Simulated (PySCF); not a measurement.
Match the calculated data to a structure.

All candidates are C2H4O2.

* Polarisability: 34.3 au [CAM-B3LYP/aug-cc-pVTZ]
* Dipole: 2.59 D [CAM-B3LYP/aug-cc-pVTZ]
* Triplet: lowest triplet excitation (Tamm–Dancoff): 4.04 eV [TDA CAM-B3LYP/aug-cc-pVTZ]
* Rotational structure: rotational constants A, B, C: 18.666, 6.649, 5.056 GHz [PBE0-D3(BJ)/def2-TZVP]
* UV, strongest line: among the 10 lowest singlet transitions: S5 at 7.67 eV (162 nm, f = 0.066) [TDDFT CAM-B3LYP/aug-cc-pVTZ]
* UV, first state: lowest singlet excitation: 4.62 eV (269 nm, f = 0.000) [TDDFT CAM-B3LYP/aug-cc-pVTZ]
* NMR, other nuclei: isotropic shieldings of nuclei other than C and H, by class: -302 (1 O), 332 (1 O) ppm [GIAO PBE0/pcSseg-2]
* 1H NMR: chemical shifts (computed TMS as zero) by class: 10.22 (1 H), 4.50 (2 H), 3.37 (1 H) ppm [GIAO PBE0/pcSseg-2]
* 13C NMR: chemical shifts (computed TMS as zero) by class: 214.4 (1 C), 76.8 (1 C) ppm [GIAO PBE0/pcSseg-2]

Electronic properties: PySCF, gas phase, density fitting. Levels stand in brackets. One conformer (not necessarily the lowest) at the PBE0-D3(BJ)/def2-TZVP geometry, without solvent, vibrations or thermal averaging. NMR values are class means; diastereotopic atoms form classes of their own.

**Question.** Which candidate is it?
A. `CC(=O)O`
B. `COC=O`
C. `O=CCO`

**Answer.** C. It is `O=CCO`. Numbering: `[O:1]=[CH:2][CH2:3][OH:4]`. Its formula, C2H4O2, gives 1 degree of unsaturation: 0 rings and 1 π bond in the structure found. 2 carbons fall into 2 classes; from least to most shielded: aldehyde carbon [C2] (214.4 ppm), carbinol carbon (C–OH) [C3] (76.8 ppm). Hydrogen classes from least to most shielded: 1 H on an aldehyde carbon, C2 (10.22 ppm), 2 H on a carbinol carbon (C–OH), C3 (4.50 ppm), 1 H on an alcohol oxygen, O4 (3.37 ppm). The other shieldings belong to: -302 ppm, aldehyde oxygen [O1]; 332 ppm, alcohol oxygen [O4]. The optimised geometry has point group Cs and is an asymmetric top.

The others, at the same levels:
- `CC(=O)O` fails: its computed lowest singlet excitation is 5.94 eV (209 nm, f = 0.000) (against 4.62 eV), lowest triplet excitation (Tamm–Dancoff) is 5.44 eV (against 4.04 eV) and rotational constant A is 11.466 GHz (against 18.666 GHz).
- `COC=O` fails: its computed 13C shifts are 170.4 (1 C), 54.0 (1 C) ppm, 1H shifts are 8.14 (1 H), 3.67 (3 H) ppm and lowest singlet excitation is 5.90 eV (210 nm, f = 0.002) (against 4.62 eV).

Each candidate is one conformer, not necessarily the lowest. Dipoles, sizes and rotational constants follow the conformer. The torsions of the flexible species, by atom-mapped SMILES:
- `[O:1]=[CH:2][CH2:3][OH:4]`: O1–C2–C3–O4 0°, H–O4–C3–C2 0°
- `[CH3:1][C:2](=[O:3])[OH:4]`: H–O4–C2–C1 179°
- `[CH3:1][O:2][CH:3]=[O:4]`: C1–O2–C3–O4 0°
